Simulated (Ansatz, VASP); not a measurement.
**Two plane-wave programs on Be**

Contents of INCAR:

```
SYSTEM = Be
ALGO     = Normal         ! electronic algorithm
DIPOL    = 0.5 0.5 0.500
EDIFF    = 1E-7           ! SCF threshold, eV
ENCUT    = 520            ! plane-wave cutoff, eV
GGA      = PE             ! functional
IDIPOL   = 3            
ISIF     = 2              ! what is computed and relaxed
ISMEAR   = -1             ! smearing method
LASPH    = .True.         ! aspherical terms in the spheres
LCHARG   = .False.        ! write CHGCAR
LDIPOL   = .True.       
LREAL    = .False.        ! projectors in reciprocal space
LWAVE    = .False.        ! write WAVECAR
NBANDS   = 15             ! bands
NELM     = 60             ! most SCF steps
PREC     = Accurate       ! precision mode
SIGMA    = 0.05           ! smearing width, eV
```

Contents of KPOINTS:

```
k-points
0
Gamma
  21 21 1
  0 0 0
```

POSCAR

```
Be
1.0
    2.2613065234      0.0000000000      0.0000000000
   -1.1306532617      1.9583488950      0.0000000000
    0.0000000000      0.0000000000     18.0673000000
Be
6
Direct
    0.8333333333      0.1666666667      0.2490675913
    0.1666666667      0.8333333333      0.3507291155
    0.8333333333      0.1666666667      0.4503147572
    0.1666666667      0.8333333333      0.5496852391
    0.8333333333      0.1666666667      0.6492708819
    0.1666666667      0.8333333333      0.7509324087
```

Input for Ansatz:

```yaml
crystal:
  lattice:
    - [2.2613065234, 0.0, 0.0]
    - [-1.1306532617, 1.958348895, 0.0]
    - [0.0, 0.0, 18.0673]
  atoms:
    - { symbol: Be, position: [0.8333333333, 0.1666666667, 0.2490675913] }
    - { symbol: Be, position: [0.1666666667, 0.8333333333, 0.3507291155] }
    - { symbol: Be, position: [0.8333333333, 0.1666666667, 0.4503147572] }
    - { symbol: Be, position: [0.1666666667, 0.8333333333, 0.5496852391] }
    - { symbol: Be, position: [0.8333333333, 0.1666666667, 0.6492708819] }
    - { symbol: Be, position: [0.1666666667, 0.8333333333, 0.7509324087] }
kpoints:
  mp_grid: { grid: [21, 21, 1] }
scf:
  occupations: { method: fermi_dirac, width: 0.05 }
hamiltonian:
  xc: pbe
  pseudopotentials: { kind: paw }
output:
  forces: true
  stress: true
  eigenvalues: true
efield:
  axis: 3
  amplitude: 0
  dipole_correction: true
```

Alike in both runs: task single point; functional PBE; k mesh 21 × 21 × 1; occupations fermi-dirac, width 0.05 eV; no spin polarisation.

|  | VASP | Ansatz |
| --- | --- | --- |
| version | VASP 6.6.1 | Ansatz 0.2.0 |
| potentials or method | VASP PAW PBE potentials, release 64 (Be) | PAW with Ansatz's default frozen-core files, scalar-relativistic |
| plane-wave cutoff (eV) | 520 | 420 |
| valence electrons in the cell | 12 | 12 |

```csv
,VASP,Ansatz,Ansatz less VASP
rms of the force components (eV/Å),0.003,0.002,-0.0015
```

Atom by atom the forces differ by 0.002 eV/Å (rms over components). With one functional, cell and mesh, what is left measures potentials, basis and numerics. Ansatz warned: «vacuum_density_over_bound».
